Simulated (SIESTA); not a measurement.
Crystal: MnO.

```xyz
2
Lattice="0.0000 2.2239 2.2239 2.2239 0.0000 2.2239 2.2239 2.2239 0.0000" Properties=species:S:1:pos:R:3 pbc="T T T"
Mn    0.0000    0.0000    0.0000
O     2.2239    2.2239    2.2239
```

The cell is a database's computed one.

Base run:

| Item | Value |
| --- | --- |
| Program | SIESTA 5.4.2 |
| Functional | PBE |
| Potentials or basis | PseudoDojo 0.4 standard (PBE files) |
| Basis | DZP (energy shift 0.003 Ry; two zetas on semicore shells) |
| Grid cutoff | 800 Ry |
| Energy shift | 0.003 Ry |
| k mesh | 7 × 7 × 7 |
| Occupations | fermi-dirac, width 0.05 eV |
| Spin | collinear spin, ferromagnetic start |
| Starting moments | [4.0, 0.0] μB |
| Hubbard terms | Mn d U = 8 eV |

Its results: band gap on the k mesh 0.89 eV, indirect (least direct gap 2.66 eV); pressure 14.6 GPa; net moment 5.00 μB per cell; site moments Mn +4.96; O +0.04 μB.

**Question.** The run is repeated on the same cell with these changes: hubbard terms from Mn d U = 8 eV to Mn d U = 6 eV. What comes out?

**Answer.** Band gap on the k mesh 0.66 eV, indirect (least direct gap 2.66 eV); pressure 12.5 GPa; net moment 5.00 μB per cell; site moments Mn +4.93; O +0.07 μB.

Caveats: short orbitals over semicore shells can move pressures by several GPa; an odd mesh through Γ misses points on the zone boundary, where band edges often lie; the basis of atomic orbitals isn't converged, which shifts pressures, moduli and gaps; a cell with one magnetic atom can't hold antiferromagnetic order, which such compounds often take.

Not every run made on this cell is shown here.
